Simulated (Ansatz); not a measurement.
```yaml
crystal:
  periodic: [false, false, false]
  atoms:
    - {symbol: C, position_ang: [-0.045167, 1.051689, -1.078256]}
    - {symbol: C, position_ang: [0.180247, 0.301127, -0.599433]}
    - {symbol: O, position_ang: [-0.411150, 0.038401, 0.041811]}
    - {symbol: C, position_ang: [-0.414197, -0.749358, 0.391670]}
    - {symbol: C, position_ang: [0.297588, -0.495078, 1.198815]}
    - {symbol: H, position_ang: [-0.326864, 1.455360, -0.735535]}
    - {symbol: H, position_ang: [0.428038, 1.241643, -1.652566]}
    - {symbol: H, position_ang: [-0.662534, 0.781082, -1.445647]}
    - {symbol: H, position_ang: [0.767160, 0.399520, -0.266916]}
    - {symbol: H, position_ang: [0.373058, -0.270017, -1.122021]}
    - {symbol: H, position_ang: [-0.981851, -0.772153, 0.804523]}
    - {symbol: H, position_ang: [-0.304017, -1.342846, 0.099028]}
    - {symbol: H, position_ang: [0.099545, -0.061810, 1.537974]}
    - {symbol: H, position_ang: [0.960420, -0.417404, 0.841158]}
    - {symbol: H, position_ang: [0.310244, -1.219700, 1.487916]}
basis:
  gaussian: {orbitals: def2-SVPD}
total_charge: 1
magnetization: {spin_polarized: true, initial_magnetization: 1}
hamiltonian: {xc: {name: r2SCAN50}, dispersion: d3bjatm}
output: {forces: true}
```

```sh
$ ansatz run in.yaml --threads 4 --pin off --events-out ev --progress --plain --max-ram 10444MiB
```

It prints (some lines left out):

```
Functional definition: r2SCAN50
1628 factors; their error is unknown
mean field evaluation 1: about -6179.5194 eV, gradient 9.3e1 eV
mean field evaluation 2: about -6189.9285 eV, gradient 7.7e1 eV
mean field evaluation 4: about -6209.0405 eV, gradient 3.3e0 eV
mean field evaluation 8: about -6209.0956 eV, gradient 1.5e-1 eV
mean field evaluation 16: about -6209.1962 eV, gradient 3.1e-4 eV
a density is far from that of the atoms, so the factors are made again for it
1830 factors; integrals over basis functions are off by at most 3.3e-4 eV
mean field -6209.19649871 eV, -228.1837625830 hartree, gradient 2.7e-5 eV, S^2 0.754350; 0 other end points of the search recorded, 0 dependent functions left out
reference -6209.19651969 eV, -228.1837633541 hartree; 21, 20 occupied and 162, 163 virtual orbitals, 1830 factors
Total energy: -6209.30466419 eV, -228.1877375911 hartree
Atom 0 at    -0.045167     1.051689    -1.078256 Å, force    16.475436    28.515754   -72.191489 eV/Å
Atom 1 at     0.180247     0.301127    -0.599433 Å, force    35.945023   -39.929941   -23.059501 eV/Å
Atom 2 at    -0.411150     0.038401     0.041811 Å, force   -61.743818    82.147396     3.942725 eV/Å
Atom 3 at    -0.414197    -0.749358     0.391670 Å, force    -5.264223   -65.829735    31.314742 eV/Å
Atom 4 at     0.297588    -0.495078     1.198815 Å, force    32.412841   -51.082652   -17.262061 eV/Å
Atom 5 at    -0.326864     1.455360    -0.735535 Å, force   -38.146218    61.619409    47.599385 eV/Å
Atom 6 at     0.428038     1.241643    -1.652566 Å, force    17.925743     9.686505   -21.375547 eV/Å
Atom 7 at    -0.662534     0.781082    -1.445647 Å, force   -24.130188    -7.100618   -16.728653 eV/Å
Atom 8 at     0.767160     0.399520    -0.266916 Å, force    46.795491     7.395667    23.386694 eV/Å
Atom 9 at     0.373058    -0.270017    -1.122021 Å, force     7.911803   -19.812449   -15.536835 eV/Å
Atom 10 at    -0.981851    -0.772153     0.804523 Å, force   -38.288720    -6.823042    26.865728 eV/Å
Atom 11 at    -0.304017    -1.342846     0.099028 Å, force     9.400894   -49.334259   -26.313055 eV/Å
Atom 12 at     0.099545    -0.061810     1.537974 Å, force   -30.623228    70.783376    57.538978 eV/Å
Atom 13 at     0.960420    -0.417404     0.841158 Å, force    28.880090     4.090982   -12.290807 eV/Å
Atom 14 at     0.310244    -1.219700     1.487916 Å, force     2.449074   -24.326390    14.109696 eV/Å
Dipole moment:    -0.013088    -0.223913     0.051693 e Å
```

In this input the geometry is squeezed to about two thirds of its size. The run converged. The result belongs to that input, not to the molecule as meant.
